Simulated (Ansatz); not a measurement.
A run of Ansatz 0.2.0 is set up as follows.

File input.yaml:

```yaml
crystal:
  lattice:
    - [3.0292, 0.0, 0.0]
    - [-1.5146, 2.6233641531, 0.0]
    - [0.0, 0.0, 3.2284]
  atoms:
    - { symbol: Ti, position: [0.0, 0.0, 0.0] }
    - { symbol: B, position: [0.6666666667, 0.3333333333, 0.5] }
    - { symbol: B, position: [0.3333333333, 0.6666666667, 0.5] }
hamiltonian:
  xc: pbe
  pseudopotentials: { kind: paw }
kpoints:
  mp_grid: { grid: [10, 10, 8] }
scf:
  occupations: { method: gaussian, width: 0.022 }
output:
  forces: true
  stress: true
  eigenvalues: true
  write_density: true
  write_potential: true
  elf: true
  volumetric_format: npy
```

Potentials or basis: Ansatz PAW.

The run is started by

```console
$ ansatz run input.yaml --threads 2 --pin off --max-ram 5632MiB --backend cpu --events-out ev --progress --plain --runs-dir out
```

(1) What does it give for the pressure?

(2) Estimate the band gap on the k mesh.

Answers

(1) 0.3 GPa.

(2) none (metal or under the smearing width).
